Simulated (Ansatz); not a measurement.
The elements of this relaxed trial crystal are hidden behind letters.

```
lattice vectors (Å)
  -2.1650    2.1650   15.4560
   2.1650   -2.1650   15.4560
   2.1650    2.1650  -15.4560
fractional positions
X 0.9004 0.9004 0.0000
X 0.0996 0.0996 0.0000
Z 0.5000 0.5000 0.0000
Z 0.6987 0.6987 0.0000
Z 0.3013 0.3013 0.0000
Q 0.0000 0.0000 0.0000
Q 0.5965 0.5965 0.0000
Q 0.1970 0.1970 0.0000
Q 0.8030 0.8030 0.0000
Q 0.4035 0.4035 0.0000
```

Theory: Ansatz, DFT PBE, scalar-relativistic, plane waves, PAW. Settings of the last relaxation (10-atom cell): 420 eV, 12×12×12 k points, Gaussian smearing of 0.10 eV, no spin polarisation.

| Property | Result |
| --- | --- |
| Space group | I4/mmm (No. 139) |
| Conventional cell | a = 4.330 Å, c = 30.912 Å |
| Volume per atom | 28.98 Å³ |
| Density | 8.39 g/cm³ |
| Formation energy | −0.13 eV/atom |
| Gap on the 12×12×12 mesh of the 10-atom cell | 0 eV (a metal) |

Energies are uncorrected and count from the elements' standard states at the same level.

Q: X is a d-block element of period 5, Z is a d-block element of period 6 and Q is a p-block element of period 5. Which elements are they?

A: X = Cd, Z = Hg, Q = Te, so the formula is Cd2Hg3Te5. Density times volume gives a mean mass of 8.39 × 28.98/1.6605 = 146.4 u per atom, and this set has 146.5 u. Among the elements that the hints allow, noble gases aside, only these give it. Cd is surrounded by 6 Te at 3.01–3.08 Å; Hg on a site of symmetry 4/mmm is surrounded by 6 Te at 2.98–3.06 Å; Te on a site of symmetry 4/mmm is surrounded by 4 Hg at 3.06 Å and 2 Cd at 3.08 Å; 3 more sites not described.

These runs have no spin–orbit coupling, which can matter for Hg and Te. Symmetry constrained the relaxation, so the result can be a saddle point.
